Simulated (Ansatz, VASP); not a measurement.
SrO in VASP and in Ansatz

```xyz
2
Lattice="0.0000 2.5704 2.5704 2.5704 0.0000 2.5704 2.5704 2.5704 0.0000" Properties=species:S:1:pos:R:3 pbc="T T T"
Sr    0.0000    0.0000    0.0000
O     2.5704    2.5704    2.5704
```

Alike in both runs: task single point; functional r2SCAN; dispersion rVV10; k mesh 10 × 10 × 10; occupations fermi-dirac, width 0.03 eV; no spin polarisation.

|  | VASP | Ansatz |
| --- | --- | --- |
| version | VASP 6.6.1 | Ansatz 0.2.0 |
| potentials or method | VASP PAW PBE potentials, release 64 (Sr_sv, O) | plane waves, PAW |
| plane-wave cutoff (eV) | 520 | 500 |
| valence electrons in the cell | 16 | 16 |

```csv
,VASP,Ansatz,Ansatz less VASP
gap on the k mesh at the Fermi level (eV),3.70,3.75,+0.051
pressure (GPa),0.7,0.0,-0.67
```

Caveats: the PAW data sets were made with another functional, which shifts forces and pressure a little (VASP). r2SCAN opens gaps a little over a GGA but as a rule still falls short of measured ones. A k mesh can miss the band edges.
